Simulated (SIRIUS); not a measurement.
**GaP under changes of volume**

One of the cells (21.446 Å³/atom); the others are scaled copies at fixed shape and fractional positions:

```
Ga P
1.0
     1.95588    1.12923    6.47340
    -1.95588    1.12923    6.47340
     0.00000   -2.25846    6.47340
Ga P
2 2
Direct
  0.56463 0.56463 0.56463
  0.43537 0.43537 0.43537
  0.94261 0.94261 0.94261
  0.05739 0.05739 0.05739
```

Measurements of this composition are mostly on another form, of space group No. 216.

| Quantity | Value |
| --- | --- |
| Program | SIRIUS 7.12.0 |
| Functional | PBE |
| Potentials or basis | all-electron FP-LAPW |
| Cutoff | 218 eV |
| Basis | apw+lo standard |
| k mesh | 8 × 8 × 8 |
| Occupations | fermi-dirac, width 0.05 eV |
| Spin | no spin polarisation |

| volume (Å³/atom) | energy over the lowest point (meV/atom) | gap on the mesh (eV) |
| --- | --- | --- |
| 19.764 | ? | ? |
| 20.185 | 6.25 | 0.83 |
| 20.605 | 0.11 | 0.84 |
| 21.446 | 0.00 | 0.82 |
| 21.867 | 5.14 | 0.81 |
| 22.287 | 13.38 | 0.79 |

Task: What does the run at 19.764 Å³/atom give?

Result: Energy over the lowest point 16.96 meV/atom; gap on the mesh 0.83 eV.

Worked out: A Birch-Murnaghan fit of order 3 (a polynomial in V^(-2/3)) to the other rows has its minimum at 21.03 Å³/atom with B0 = V·E''(V) = 71 GPa and B' = 4.4 at fixed shape and positions, which overstates the stiffness. It gives 17.05 meV/atom at 19.764 Å³/atom, against the run's 16.96. A parabola through the other rows of the gap, of slope 0.634 eV per unit of ln V there, extrapolates to 0.82 eV, against the run's 0.83.

Energies are extrapolated to zero smearing.

A mesh can miss the band edges. Spin-orbit coupling on Ga is left out.
